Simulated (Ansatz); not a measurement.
# Al2O3 (Corundum) (R-3c) in Ansatz: further runs

One crystal, Al2O3 (Corundum), is run at these levels: PBEsol, PBE+D3(BJ); tasks: relaxation of cell and atoms.

Program: Ansatz 0.2.0. These are calculated values, not measurements. Logs are shortened: lines on timing, memory, paths and dates and some standing lists are left out, and cuts for length are marked.

## Step 1: Starting point

The structure is trigonal, space group R-3c (No. 167). The conventional cell has a = 4.760 Å, b = 4.760 Å, c = 12.996 Å, α = 90.00°, β = 90.00°, γ = 120.00°. Al (site symmetry 3) has 6 O at 1.85 to 1.97 Å as nearest neighbours. O (site symmetry 2) is surrounded by 4 Al at 1.85 to 1.97 Å.

## Step 2: Relaxation of cell and atoms, PBEsol

File input.yaml:

```yaml
crystal:
  lattice:
    - [2.38025, 1.3742379782, 4.3318666667]
    - [-2.38025, 1.3742379782, 4.3318666667]
    - [0.0, -2.7484759565, 4.3318666667]
  atoms:
    - { symbol: Al, position: [0.85216, 0.85216, 0.85216] }
    - { symbol: Al, position: [0.64784, 0.64784, 0.64784] }
    - { symbol: Al, position: [0.14784, 0.14784, 0.14784] }
    - { symbol: Al, position: [0.35216, 0.35216, 0.35216] }
    - { symbol: O, position: [0.05668, 0.75, 0.44332] }
    - { symbol: O, position: [0.75, 0.44332, 0.05668] }
    - { symbol: O, position: [0.44332, 0.05668, 0.75] }
    - { symbol: O, position: [0.94332, 0.25, 0.55668] }
    - { symbol: O, position: [0.25, 0.55668, 0.94332] }
    - { symbol: O, position: [0.55668, 0.94332, 0.25] }
hamiltonian:
  xc: pbesol
  pseudopotentials: { kind: paw }
kpoints:
  mp_grid: { grid: [7, 7, 7] }
scf:
  occupations: { method: fermi_dirac, width: 0.05 }
output:
  forces: true
  stress: true
relax:
  f_tol: 0.01
  max_steps: 40
  cell: { stress_tol: 0.05 }
```

Potentials or basis: Ansatz PAW.

On the command line:

```sh
$ ansatz run input.yaml --threads 4 --pin off --max-ram 11264MiB --backend cpu --events-out ev --progress --plain --runs-dir out
```

Log:

```text
Warning: RAYON_NUM_THREADS=4 ignored (pool sized by the plan → 4); use --threads N
Engine: ansatz 0.2.0, x86_64-unknown-linux-gnu
Pseudopotentials: kind: paw
Pseudopotential: Al, paw, valence charge 3, recommended cutoff 420 eV (normal), Al.paw.azcp
Pseudopotential: O, paw, valence charge 6, recommended cutoff 420 eV (normal), O.paw.azcp
Functional definition: PBEsol
  exchange = pbesol_x
  correlation = pbesol_c
Crystal: 10 atoms, lattice volume = 85.018 Å³
Basis set: ecut = 420 eV, 1653 PW (Γ), exchange–correlation on 72×72×72 points (8 copies of the dense FFT grid, shifted against one another)
Bands: 34, of which v1, the nominal top of the filled ones, is band 24 counted from 1 (23 counted from 0)
Symmetry: 12 space group operations
Space group: R-3c (ITA 167), of the structure as read, at distance tolerance 4.4e-5 Å
k-points: 44 of 343
Non-local potential: Al, projectors of the file, l = 0: 2, l = 1: 2, l = 2: 1
Non-local potential: O, projectors of the file, l = 0: 2, l = 1: 2, l = 2: 1
PAW form: soft (Blöchl's): semilocal exchange-correlation on the pseudo side does not see the compensation charge
PAW frozen core: Al, regenerated for the run's functional, and the local potential with it (the file was generated under x = pbe(κ = 0.804, μ = 0.2195149727645171), c = pbe(β = 0.06672455060314922))
PAW frozen core: O, regenerated for the run's functional, and the local potential with it (the file was generated under x = pbe(κ = 0.804, μ = 0.2195149727645171), c = pbe(β = 0.06672455060314922))
PAW one-centre angular grid: Al, 110 points (default); XC on 64 Gauss nodes
PAW one-centre angular grid: O, 110 points (default); XC on 64 Gauss nodes
Initial density: superposition of atomic densities (neutral atoms: chi_scale 0, normalization atom), corrected by the library's trained network
Initial wavefunctions: pseudopotential atomic-orbital guess
Functional: x = pbesol(κ = 0.804, μ = 0.12345679012345678), c = pbesol(β = 0.046)
SCF iter   1: F=—  HF=-5478.894574 eV  |F-HF|=—  |Δ(HF+E_count)|=         —  Δρ=1.62e-2  dr2=1.68e-1  ethr=1.77e-3  ⟨swp⟩=7.6  Hψ=8068  notcnv=0  defer=24
preconditioner: auto → Resta (q_TF=auto, 2.480 Å⁻¹)  ε∞=3.6  [insulator: Δε(μ)=5.999 eV  Ē_g=17.348 eV  σ=0.050 eV  W_gap=1.00  n_scr=20 (ndim 8)  ℏωp=27.9 eV  f_vac=0.000  D(μ)=0.00/eV (n_scr^D=0)  ε∞_Penn≈3.6]
SCF iter   2: F=—  HF=-5478.843349 eV  |F-HF|=—  |Δ(HF+E_count)|=   5.12e-2  Δρ=2.06e-3  dr2=1.59e-3  ethr=3.50e-4  ⟨swp⟩=2.5  Hψ=2921  notcnv=0  defer=169
SCF iter   3: F=—  HF=-5478.843570 eV  |F-HF|=—  |Δ(HF+E_count)|=   2.20e-4  Δρ=1.12e-3  dr2=5.34e-4  ethr=3.31e-6  ⟨swp⟩=1.6  Hψ=1421  notcnv=0  defer=169
SCF iter   4: F=—  HF=-5478.843648 eV  |F-HF|=—  |Δ(HF+E_count)|=   7.85e-5  Δρ=8.49e-5  dr2=6.01e-6  ethr=1.11e-6  ⟨swp⟩=2.0  Hψ=2157  notcnv=0  defer=169
SCF iter   5: F=—  HF=-5478.843661 eV  |F-HF|=—  |Δ(HF+E_count)|=   1.26e-5  Δρ=2.17e-5  dr2=3.57e-7  ethr=1.25e-8  ⟨swp⟩=2.0  Hψ=2112  notcnv=0  defer=169
SCF iter   6: F=-5478.843661 eV  HF=-5478.843661 eV  |F-HF|=3.98e-9  |Δ(HF+E_count)|=   3.36e-8  Δρ=3.13e-6  dr2=1.05e-8  ethr=2.08e-10  ⟨swp⟩=4.0  Hψ=4667  notcnv=0
SCF 1 converged in 6 iterations: F = -5478.843661 eV  dr2 = 1.05e-8
relax step   1: F+E_penalty+E_count = -5478.84366099 eV  Δ(F+E_penalty+E_count) = +0.000e0 eV  max|allowed force component| = 8.119e-2 eV/Å  Δτ_max = 0.0000 Å  P = +1.711 GPa  Ω = 85.018 Å³  (6 SCF iters, dr2 threshold 1.00e-7 eV, accepted)
Crystal: 10 atoms, lattice volume = 85.265 Å³
Initial density: handed on by an earlier stage of this run
Initial wavefunctions: those handed on with the density
iter 1 solved again at ethr=6.54e-7 eV; its pass at ethr=3.10e-3 eV (dr2=3.14e-4 eV) is discarded
SCF iter   1: F=—  HF=-5478.845062 eV  |F-HF|=—  |Δ(HF+E_count)|=         —  Δρ=6.54e-4  dr2=3.14e-4  ethr=6.54e-7  ⟨swp⟩=3.0  Hψ=6917  notcnv=0
preconditioner: auto → Resta (q_TF=auto, 2.479 Å⁻¹)  ε∞=3.6  [insulator: Δε(μ)=6.074 eV  Ē_g=17.409 eV  σ=0.050 eV  W_gap=1.00  n_scr=20 (ndim 8)  ℏωp=27.9 eV  f_vac=0.000  D(μ)=0.00/eV (n_scr^D=0)  ε∞_Penn≈3.6]
SCF iter   2: F=—  HF=-5478.844973 eV  |F-HF|=—  |Δ(HF+E_count)|=   8.87e-5  Δρ=1.96e-4  dr2=2.68e-5  ethr=6.54e-7  ⟨swp⟩=2.0  Hψ=2282  notcnv=0
SCF iter   3: F=—  HF=-5478.844966 eV  |F-HF|=—  |Δ(HF+E_count)|=   7.39e-6  Δρ=8.72e-5  dr2=5.59e-6  ethr=5.58e-8  ⟨swp⟩=2.0  Hψ=2288  notcnv=0
SCF iter   4: F=-5478.844965 eV  HF=-5478.844965 eV  |F-HF|=4.52e-8  |Δ(HF+E_count)|=   7.79e-7  Δρ=1.44e-5  dr2=1.22e-7  ethr=2.08e-9  ⟨swp⟩=2.0  Hψ=5382  notcnv=0
SCF 2 converged in 4 iterations: F = -5478.844965 eV  dr2 = 1.22e-7
relax step   2: F+E_penalty+E_count = -5478.84496534 eV  Δ(F+E_penalty+E_count) = -1.304e-3 eV  max|allowed force component| = 4.553e-2 eV/Å  Δτ_max = 0.0018 Å  P = +0.972 GPa  Ω = 85.265 Å³  energy of the carried Pulay correction = -1.453e-3 eV  (4 SCF iters, dr2 threshold 1.00e-6 eV, accepted)
Crystal: 10 atoms, lattice volume = 85.596 Å³
iter 1 solved again at ethr=1.19e-6 eV; its pass at ethr=3.10e-3 eV (dr2=5.73e-4 eV) is discarded
SCF iter   1: F=—  HF=-5478.844622 eV  |F-HF|=—  |Δ(HF+E_count)|=         —  Δρ=8.84e-4  dr2=5.82e-4  ethr=1.19e-6  ⟨swp⟩=2.9  Hψ=6599  notcnv=0
preconditioner: auto → Resta (q_TF=auto, 2.478 Å⁻¹)  ε∞=3.6  [insulator: Δε(μ)=6.025 eV  Ē_g=17.361 eV  σ=0.050 eV  W_gap=1.00  n_scr=20 (ndim 8)  ℏωp=27.8 eV  f_vac=0.000  D(μ)=0.00/eV (n_scr^D=0)  ε∞_Penn≈3.6]
SCF iter   2: F=—  HF=-5478.844451 eV  |F-HF|=—  |Δ(HF+E_count)|=   1.70e-4  Δρ=2.59e-4  dr2=4.66e-5  ethr=1.19e-6  ⟨swp⟩=2.0  Hψ=2282  notcnv=0
[... 35 lines left out ...]
SCF iter   1: F=—  HF=-5478.847978 eV  |F-HF|=—  |Δ(HF+E_count)|=         —  Δρ=7.03e-5  dr2=3.67e-6  ethr=7.56e-9  ⟨swp⟩=2.8  Hψ=6372  notcnv=0
preconditioner: auto → Resta (q_TF=auto, 2.477 Å⁻¹)  ε∞=3.6  [insulator: Δε(μ)=6.030 eV  Ē_g=17.364 eV  σ=0.050 eV  W_gap=1.00  n_scr=20 (ndim 8)  ℏωp=27.8 eV  f_vac=0.000  D(μ)=0.00/eV (n_scr^D=0)  ε∞_Penn≈3.6]
SCF iter   2: F=—  HF=-5478.847986 eV  |F-HF|=—  |Δ(HF+E_count)|=   8.63e-6  Δρ=1.80e-5  dr2=2.39e-7  ethr=7.56e-9  ⟨swp⟩=2.0  Hψ=2280  notcnv=0
SCF iter   3: F=—  HF=-5478.847986 eV  |F-HF|=—  |Δ(HF+E_count)|=   5.65e-8  Δρ=9.07e-6  dr2=7.24e-8  ethr=6.30e-11  ⟨swp⟩=4.0  Hψ=4572  notcnv=0
SCF iter   4: F=-5478.847986 eV  HF=-5478.847986 eV  |F-HF|=6.88e-10  |Δ(HF+E_count)|=   8.96e-9  Δρ=1.29e-6  dr2=1.43e-9  ethr=6.30e-11  ⟨swp⟩=4.0  Hψ=4574  notcnv=0
SCF 7 converged in 4 iterations: F = -5478.847986 eV  dr2 = 1.43e-9
relax step   7: F+E_penalty+E_count = -5478.84798624 eV  Δ(F+E_penalty+E_count) = +1.598e-4 eV  max|allowed force component| = 5.444e-5 eV/Å  Δτ_max = 0.0000 Å  P = +0.002 GPa  Ω = 85.618 Å³  energy of the carried Pulay correction = -1.683e-4 eV  (4 SCF iters, dr2 threshold 3.02e-8 eV, accepted)
iter 1 solved again at ethr=1.98e-8 eV; its pass at ethr=3.10e-3 eV (dr2=9.49e-6 eV) is discarded
SCF iter   1: F=—  HF=-5478.848209 eV  |F-HF|=—  |Δ(HF+E_count)|=         —  Δρ=5.35e-6  dr2=4.33e-9  ethr=1.98e-8  ⟨swp⟩=3.5  Hψ=12372  notcnv=0
preconditioner: auto → Resta (q_TF=auto, 2.477 Å⁻¹)  ε∞=3.6  [insulator: Δε(μ)=6.030 eV  Ē_g=17.365 eV  σ=0.050 eV  W_gap=1.00  n_scr=20 (ndim 8)  ℏωp=27.8 eV  f_vac=0.000  D(μ)=0.00/eV (n_scr^D=0)  ε∞_Penn≈3.6]
SCF iter   2: F=—  HF=-5478.848220 eV  |F-HF|=—  |Δ(HF+E_count)|=   1.12e-5  Δρ=2.63e-6  dr2=1.38e-9  ethr=9.02e-12  ⟨swp⟩=2.2  Hψ=2560  notcnv=0
SCF iter   3: F=—  HF=-5478.848220 eV  |F-HF|=—  |Δ(HF+E_count)|=   1.80e-9  Δρ=4.18e-7  dr2=1.01e-10  ethr=2.88e-12  ⟨swp⟩=2.8  Hψ=2604  notcnv=0
SCF iter   4: F=-5478.848220 eV  HF=-5478.848220 eV  |F-HF|=4.55e-12  |Δ(HF+E_count)|=  7.55e-11  Δρ=1.03e-7  dr2=7.93e-12  ethr=1.00e-12  ⟨swp⟩=3.9  Hψ=3950  notcnv=0
SCF 8 converged in 4 iterations: F = -5478.848220 eV  dr2 = 7.93e-12
relax step   8: F+E_penalty+E_count = -5478.84822028 eV  Δ(F+E_penalty+E_count) = -2.340e-4 eV  max|allowed force component| = 7.553e-5 eV/Å  Δτ_max = 0.0000 Å  P = +0.003 GPa  Ω = 85.618 Å³  stress off target by 4.76e-3 GPa  SCF on the basis re-selected at this cell (its energy is not comparable with the rows above)  (4 SCF iters)
basis re-selected at this cell: Δ(F+E_penalty+E_count) = -2.340e-4 eV, ΔP = +0.002 GPa vs the last step (what re-selecting the basis moved, of the pressure what is left beyond the Pulay correction that the steps carried, after the strain that the cell walked since its last selection, with what the two solves' SCF thresholds leave and, on support functions, any second-order correction that the steps lacked; it is no measure of the basis error at this ecutwfc). This SCF's stress stands 4.76e-3 GPa from its target on what of the cell is left free (relax.cell.stress_tol is 5.00e-2 GPa) and its largest allowed force component is 7.55e-5 eV/Å (relax.f_tol is 1.00e-2 eV/Å): within both
SCF converged after 4 iterations
Free energy (F): -5478.848220 eV
Harris-Foulkes:  -5478.848220 eV  (|F-HF|=4.55e-12)
Internal energy: -5478.848220 eV  (E = F + TS)
E sigma→0 (E₀):  -5478.848220 eV
Fermi energy:    10.632950 eV
--- Per-component energies (eV) ---
  E_band       = 58.027311
  E_kinetic    = 1178.154964
  E_local      = -1978.733334  (includes V_loc(G=0)·N_el)
  E_nonlocal   = 326.504965
  E_hartree    = 728.884603
  E_xc         = -605.828359
  E_vxc        = -692.598586  (∫ρ·V_xc dr)
  E_paw        = -2736.810510  (= ΣΔE_a)
  E_vpaw       = -233.085025  (= ΣTr[D̂ρ^β])
  E_aug_tail   = 0.015146  (compensation charges beyond the density's cutoff)
  E_ewald      = -2391.323979
  E_core_change = 0.288284  (= ΣΔE_core)
  E_smearing   = -0.000000  (= −TS)
  E_closure    = 0.000000  (closes the sum)
  Σ components = -5478.848220   (vs F -5478.848220, Δ=0.00e0)
--- Forces (eV/Å), atoms counted from 1 ---
  atom   1  Al    -0.00000000     0.00000000    -0.00007553
  atom   2  Al    -0.00000000    -0.00000000     0.00007553
  atom   3  Al     0.00000000    -0.00000000     0.00007553
  atom   4  Al     0.00000000     0.00000000    -0.00007553
  atom   5  O     -0.00000026    -0.00000045    -0.00000000
  atom   6  O     -0.00000026     0.00000045     0.00000000
  atom   7  O      0.00000052     0.00000000     0.00000000
  atom   8  O      0.00000026     0.00000045    -0.00000000
  atom   9  O      0.00000026    -0.00000045    -0.00000000
  atom  10  O     -0.00000052     0.00000000    -0.00000000
  max |Σ_I F_I| component: 1.21e-17 eV/Å
--- Stress (GPa, compression-positive) ---
        0.002814       0.000000      -0.000000
        0.000000       0.002814      -0.000000
        0.000000      -0.000000       0.004763
  P = ⅓ Tr σ = 0.0035 GPa (0.035 kbar)
--- Relaxed structure (6 steps of the walk, 6 accepted, 2 SCFs on fresh bases) ---
  F+E_penalty+E_count = -5478.84822028 eV   max|allowed force component| = 7.553e-5 eV/Å   (the final SCF, on the basis selected at the relaxed cell)
  cell:  # Å, volume = 85.6182 Å³
    - [2.386896173635697, 1.3780751483595666, 4.338187753770969]
    - [-2.386896173635697, 1.3780751483595666, 4.338187753770969]
    - [-3.0095612483551835e-34, -2.756150296769206, 4.338187753755062]
  atoms:
    - { symbol: Al, position: [0.8520793638563045, 0.8520793638563045, 0.8520793638563047] }
    - { symbol: Al, position: [0.6479206361436953, 0.6479206361436953, 0.6479206361436954] }
    - { symbol: Al, position: [0.14792063614369544, 0.14792063614369544, 0.14792063614369547] }
    - { symbol: Al, position: [0.35207936385630445, 0.35207936385630445, 0.35207936385630456] }
    - { symbol: O, position: [0.05586056190471489, 0.7499999999999999, 0.4441394380952849] }
    - { symbol: O, position: [0.7499999999999999, 0.444139438095285, 0.05586056190471517] }
    - { symbol: O, position: [0.4441394380952848, 0.05586056190471489, 0.75] }
    - { symbol: O, position: [0.9441394380952849, 0.2499999999999999, 0.555860561904715] }
    - { symbol: O, position: [0.24999999999999983, 0.5558605619047148, 0.9441394380952849] }
    - { symbol: O, position: [0.555860561904715, 0.9441394380952848, 0.24999999999999994] }
```

It took 16 s on 4 threads of Intel Xeon at 2.70GHz, shared host; peak memory 0.48 GiB.

What came out:

```
Free energy                            : -5478.8482 eV
Relaxed volume                         : 8.56 Å³/atom
Relaxed cell                           : a = 5.140 Å, b = 5.140 Å, c = 5.140 Å, α = 55.34°, β = 55.34°, γ = 55.34°
Space group after relaxing (to 0.05 Å) : R-3c (No. 167)
Energy gained by relaxing              : 0.5 meV/atom
Ionic steps                            : 8
Pressure after relaxing                : 0.0 GPa
Band gap on the k mesh                 : 6.03 eV
```

Step by step:
| step | energy change (eV) | largest force (eV/Å) | volume (Å³) |
| --- | --- | --- | --- |
| 1 | 0.0000 | 0.0812 | 85.02 |
| 2 | -0.0013 | 0.0455 | 85.27 |
| 3 | -0.0008 | 0.0225 | 85.60 |
| 4 | -0.0008 | 0.0122 | 85.60 |
| 5 | -0.0009 | 0.0007 | 85.59 |
| 6 | -0.0045 | 0.0006 | 85.59 |
| 7 | -0.0043 | 0.0001 | 85.62 |
| 8 | -0.0046 | 0.0001 | 85.62 |

Final structure:
```yaml
crystal:
  lattice:
    - [2.38690, 1.37808, 4.33819]
    - [-2.38690, 1.37808, 4.33819]
    - [0.00000, -2.75615, 4.33819]
  atoms:
    - { symbol: Al, position: [0.85208, 0.85208, 0.85208] }
    - { symbol: Al, position: [0.64792, 0.64792, 0.64792] }
    - { symbol: Al, position: [0.14792, 0.14792, 0.14792] }
    - { symbol: Al, position: [0.35208, 0.35208, 0.35208] }
    - { symbol: O, position: [0.05586, 0.75000, 0.44414] }
    - { symbol: O, position: [0.75000, 0.44414, 0.05586] }
    - { symbol: O, position: [0.44414, 0.05586, 0.75000] }
    - { symbol: O, position: [0.94414, 0.25000, 0.55586] }
    - { symbol: O, position: [0.25000, 0.55586, 0.94414] }
    - { symbol: O, position: [0.55586, 0.94414, 0.25000] }
```

Caveat: odd divisions of the mesh miss points on the zone boundary, where band edges often lie, so the gap on the mesh can be too wide; the plane-wave basis is chosen anew once the cell has moved, so the energies of steps on either side of that aren't comparable; the pressure holds a Pulay correction of +0.9 GPa for the finite cutoff; the PAW data sets come from PBE, with cores solved anew for the run's functional, which leaves a small shift of forces and pressure. A k mesh can miss the band edges.

(Part 1 of 2 ends here.)
